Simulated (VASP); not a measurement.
A run of VASP 6.6.1:

The input INCAR:

```
SYSTEM = GaAs
PREC = Accurate
ENCUT = 600
EDIFF = 1E-7
ISMEAR = -1
SIGMA = 0.05
LREAL = .FALSE.
LASPH = .TRUE.
NELM = 80
ALGO = Fast
ISIF = 3
LWAVE = .FALSE.
LCHARG = .FALSE.
GGA = PE
IVDW = 2
IBRION = 2
NSW = 40
EDIFFG = -0.02
```

Contents of KPOINTS:

```
Automatic mesh
0
G
  8 8 8
  0 0 0
```

File POSCAR:

```
GaAs
1.0
    0.0000000000      2.8268500000      2.8268500000
    2.8268500000      0.0000000000      2.8268500000
    2.8268500000      2.8268500000      0.0000000000
As Ga
1 1
Direct
    0.7500000000      0.7500000000      0.7500000000
    0.0000000000      0.0000000000      0.0000000000
```

Potentials or basis: VASP PAW PBE potentials, release 64 (As, Ga_d).

Command:

```bash
$ cat potpaw_PBE.64/As/POTCAR potpaw_PBE.64/Ga_d/POTCAR > POTCAR
$ mpirun -np 1 vasp_std > vasp.out
```

Hardware: 1 thread of Intel(R) Xeon(R) Platinum 8488C (Sapphire Rapids), with other jobs on the host.

**Question.** Estimate the wall time of this run.

**Answer.** Run time: 38 s on 1 thread of Intel(R) Xeon(R) Platinum 8488C (Sapphire Rapids), with other jobs on the host, peak memory 0.19 GiB. Counts: scf iterations 35, k points 29, ion steps 3.
